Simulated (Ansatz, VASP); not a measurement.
One calculation of C, two programs

INCAR

```
  PREC = Accurate
  ENCUT = 520
  EDIFF = 1E-6
  ISMEAR = 0
  SIGMA = 0.05
  LREAL = False
  LASPH = True
  NELM = 100
  ALGO = Normal
  ISIF = 2
  LWAVE = False
  LCHARG = False
  GGA = PS
  NBANDS = 11
```

KPOINTS

```
Automatic mesh
0
Gamma
  12 12 12
```

File POSCAR:

```
C
1.0
    0.0000000000      1.7834000000      1.7120640000
    1.7834000000      0.0000000000      1.7120640000
    1.7834000000      1.7834000000      0.0000000000
C
2
Direct
    0.5000000000      0.5000000000      0.5000000000
    0.7500000000      0.7500000000      0.7500000000
```

Input for Ansatz:

```yaml
crystal:
  lattice:
    - [0.0, 1.7834, 1.712064]
    - [1.7834, 0.0, 1.712064]
    - [1.7834, 1.7834, 0.0]
  atoms:
    - { symbol: C, position: [0.5, 0.5, 0.5] }
    - { symbol: C, position: [0.75, 0.75, 0.75] }
basis:
  ecutwfc: 420
kpoints:
  mp_grid: { grid: [12, 12, 12] }
hamiltonian:
  xc: pbesol
scf:
  occupations: { method: gaussian, width: 0.05 }
output:
  forces: true
  stress: true
  eigenvalues: true
```

Change from the starting cell: strain +0.000 along x and y, -0.040 along z, atoms carried along.

Alike in both runs: task single point; functional PBEsol; k mesh 12 × 12 × 12; occupations gaussian, width 0.05 eV; no spin polarisation.

|  | VASP | Ansatz |
| --- | --- | --- |
| version | VASP 6.6.1 | Ansatz 0.2.0 |
| potentials or method | VASP PAW PBE potentials, release 64 (C) | scalar-relativistic, plane waves, PAW |
| plane-wave cutoff (eV) | 520 | 420 |
| valence electrons in the cell | 8 | 8 |

|  | VASP | Ansatz | Ansatz less VASP |
| --- | --- | --- | --- |
| gap on the k mesh at the Fermi level (eV) | 3.09 | 3.09 | +0.005 |
| least direct gap on the mesh (eV) | 4.93 | 4.93 | +0.003 |
| pressure (GPa) | 15.5 | 14.2 | -1.25 |
| largest component of the traceless stress (GPa) | 24.97 | 25.00 | +0.035 |

The functional is the same, so the differences come from potentials, cutoffs and numerics.

Caveats: so large a pressure means that the cell lies far from this level's equilibrium, or that cutoff or potentials fall short (VASP); the potentials were made for another functional, which shifts forces and pressure (VASP).
